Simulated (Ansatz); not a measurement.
Method: Ansatz 0.2.0, DFT PBE, scalar-relativistic, plane waves, PAW. Settings: cutoff 420 eV, Γ-centred meshes spaced at most about 0.3 Å⁻¹, and about 0.25 Å⁻¹ or finer for metals (2π included), Gaussian smearing. No spin polarisation.

All energies are static (0 K, no zero-point motion).

Two relaxed structures of Si5S:

A.

```cif
data_structure
_symmetry_space_group_name_H-M 'Pmma'
_symmetry_Int_Tables_number 51
_cell_length_a 4.7123
_cell_length_b 4.7528
_cell_length_c 8.4627
_cell_angle_alpha 90.000
_cell_angle_beta 90.000
_cell_angle_gamma 90.000
_cell_volume 189.54
loop_
_atom_site_label
_atom_site_type_symbol
_atom_site_symmetry_multiplicity
_atom_site_Wyckoff_symbol
_atom_site_fract_x
_atom_site_fract_y
_atom_site_fract_z
_atom_site_occupancy
Si1 Si 2 f 0.25000 0.50000 0.27149 1
Si2 Si 2 f 0.75000 0.50000 0.37060 1
Si3 Si 2 f 0.25000 0.50000 0.94929 1
Si4 Si 2 e 0.75000 0.00000 0.45270 1
Si5 Si 2 e 0.25000 0.00000 0.84455 1
S1 S 2 e 0.75000 0.00000 0.78709 1
```

B.

```cif
data_structure
_symmetry_space_group_name_H-M 'P6/mmm'
_symmetry_Int_Tables_number 191
_cell_length_a 4.6538
_cell_length_b 4.6538
_cell_length_c 4.9047
_cell_angle_alpha 90.000
_cell_angle_beta 90.000
_cell_angle_gamma 120.000
_cell_volume 91.99
loop_
_atom_site_label
_atom_site_type_symbol
_atom_site_symmetry_multiplicity
_atom_site_Wyckoff_symbol
_atom_site_fract_x
_atom_site_fract_y
_atom_site_fract_z
_atom_site_occupancy
Si1 Si 2 d 0.33333 0.66667 0.50000 1
Si2 Si 2 c 0.33333 0.66667 0.00000 1
Si3 Si 1 a 0.00000 0.00000 0.00000 1
S1 S 1 b 0.00000 0.00000 0.50000 1
```

Question: Which would you expect to be lower, and how large is the difference?

Answer: A is lower, by 85 meV/atom. A has space group Pmma (No. 51), 15.8 Å³/atom and no gap on its mesh; B has space group P6/mmm (No. 191), 15.3 Å³/atom and no gap. Counting Si atoms around S (those within 1.25 times the shortest such distance or 1.15 times the sum of covalent radii; a plus sign parts nearer from farther groups), A has S 4+1 and B has S 2+6. A holds Si–Si bonds in all directions (shortest 2.48 Å); B holds Si–Si chains (shortest 2.45 Å). The lower one is the more open, so pressure narrows the difference. Even the lower one lies +0.23 eV/atom against the reference forms of the elements (uncorrected), so neither is stable at this level. In A, around Si on its first site lie 2 S at 2.43 Å, 2 Si at 2.50 Å, 1 Si at 2.73 Å and 3 Si at 3.01–3.03 Å; Si on its second site has 4 Si at 2.48–2.50 Å, 1 Si at 2.71 Å, 3 Si at 2.99–3.03 Å and 2 Si at 3.22 Å; S has 4 Si at 2.41–2.43 Å, 1 Si at 2.83 Å and 5 Si at 3.11–3.26 Å; 3 more sites not described. In B, Si on a site of symmetry -6m2 is surrounded by 2 Si at 2.45 Å, 3 Si at 2.69 Å and 3 S at 2.69 Å; Si on a second site of symmetry -6m2 has 2 Si at 2.45 Å and 6 Si at 2.69 Å; S is surrounded by 2 Si at 2.45 Å and 6 Si at 2.69 Å; 1 more site not described. Origin: A, invented, then shaken at random and relaxed again; B, invented.

Cells relaxed within their symmetry can be saddle points.
